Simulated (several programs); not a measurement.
TiO2 built on the rutile prototype, relaxed with r2SCAN in Ansatz, was computed with several methods. The symmetry is P4_2/mnm (No. 136, tetragonal); conventional cell a = 4.597 Å, c = 2.953 Å, 10.40 Å³ an atom. Around Ti lie 6 O at 1.95–1.98 Å and 2 Ti at 2.95 Å; around O lie 3 Ti at 1.95–1.98 Å. (Simulation; spin polarisation is off.)

```xyz
6
Lattice="4.5969 0.0000 0.0000 0.0000 4.5969 0.0000 0.0000 0.0000 2.9535" Properties=species:S:1:pos:R:3 pbc="T T T"
Ti    0.0000    0.0000    0.0000
Ti    2.2984    2.2984    1.4767
O     1.4004    1.4004    0.0000
O     0.8980    3.6988    1.4767
O     3.6988    0.8980    1.4767
O     3.1965    3.1965    0.0000
```

Gaps and times are for a single point on this cell; volume and bulk modulus come from each method's own relaxation or energy curve at fixed shape, which is too stiff where a cell has free coordinates or axes. Times are rough, from shared hosts (Arm Neoverse N1; Arm Neoverse V1; NVIDIA H100 80GB HBM3), and each method has its own mesh and cell size. A dagger marks a closed or tiny gap in a crystal that DFT finds insulating: a failure of the method or a wrong SCF state. A double dagger marks a value from a curve with shape and coordinates held. The energy curve of PM7 (MOPAC) is jagged, so its SCF state, and with it the gap, is in doubt. PM6 (MOPAC), PM7 (MOPAC), GFN1-xTB (tblite), GFN2-xTB (tblite) treat a cluster of cells at its zone centre, which samples few k points: where these miss a band edge, the gap comes out too large for that reason alone. Gaps from k meshes are read at a limited set of points (mesh, symmetry points, PBE's band edges), so each method's own least gap may be somewhat smaller. xTB and the PM methods were fitted mostly to molecules, and can miss a solid's gap by electronvolts. Minimal bases can be far off for gaps. Times of the plane-wave ladder aren't listed, since it ran on unlike processors and cards. GLLB-SC's gap includes the derivative discontinuity. d marks a direct gap, i an indirect one (no mark: not told apart), a dash a value that wasn't computed or didn't pass its checks.

| method | kind | gap (eV) | own volume (Å³/atom) | bulk modulus (GPa) | atoms computed | processor time |
| --- | --- | --- | --- | --- | --- | --- |
| PBEsol | semilocal | – | 10.33 | – | 6 | – |
| light PBE (260 eV and a coarse mesh) | light plane-wave | 1.86 d | – | – | 6 | 1.9 s |
| LDA | semilocal | 1.80 d | 10.06 | – | 6 | – |
| GFN1-xTB (tblite) | tight binding | 1.45 | 9.65‡ | 138‡ | cluster | 8.1 s |
| PBE | semilocal | 1.89 d | 10.65 | 227‡ | 6 | – |
| GFN2-xTB (tblite) | tight binding | 0.83 | – | – | cluster | 13 s |
| PM7 (MOPAC) | semi-empirical | 0.14† | – | – | cluster | 18 s |
| PBE/SZV (CP2K) | small basis | 1.34 d | – | – | 6 | 24 s |
| r2SCAN | semilocal | 2.22 d | 10.40 | 252‡ | 6 | – |
| PM6 (MOPAC) | semi-empirical | 9.67 | – | – | cluster | 32 s |
| GLLB-SC (GPAW) | model potential | 3.84 | – | – | 6 | 65 s |
| PBE/DZVP (CP2K) | small basis | 1.79 d | – | – | 6 | 77 s |
| HSE06 | hybrid | 3.38 d | – | – | 6 | – |
| PBE0 | hybrid | 4.14 d | – | – | 6 | – |
| Hartree-Fock | exact exchange | 12.48 i | – | – | 6 | – |
| DDH-PBE0 | hybrid | 3.00 d | – | – | 6 | – |

Q: How far from the measured values lie the methods that can be set against them?

A:
- Band gap, measured 3.05 eV: light PBE (260 eV and a coarse mesh) -1.19 eV, LDA -1.25 eV, GFN1-xTB (tblite) -1.60 eV, PBE -1.16 eV, GFN2-xTB (tblite) -2.22 eV, PM7 (MOPAC) -2.91 eV, PBE/SZV (CP2K) -1.71 eV, r2SCAN -0.83 eV, PM6 (MOPAC) +6.62 eV, GLLB-SC (GPAW) +0.79 eV, PBE/DZVP (CP2K) -1.26 eV, HSE06 +0.33 eV, PBE0 +1.09 eV, Hartree-Fock +9.43 eV, DDH-PBE0 -0.05 eV.
- Volume, measured 10.41 Å³ an atom: PBEsol -0.8 %, LDA -3.4 %, PBE +2.3 %, r2SCAN -0.1 %.
The calculations are for a static lattice; samples hold vibrations, temperature and, in optical gaps, excitons. A measured value is shown where most reports agree with it, and only for the quantities listed. Sources: 3.05 eV (band gap; “Hydrogen related defects in titanium dioxide at the interface to palladium”; Literature gap; measurement temperature and type of gap (optical or fundamental) not stated; 2021; arxiv:2112.05953); 10.41 Å³ an atom (from the lattice constants; a = b; “Hydrogen Impurity Defects in Rutile TiO2”; Experimental value quoted as DFT input; source and temperature not stated; 2015; pmc:4667266).
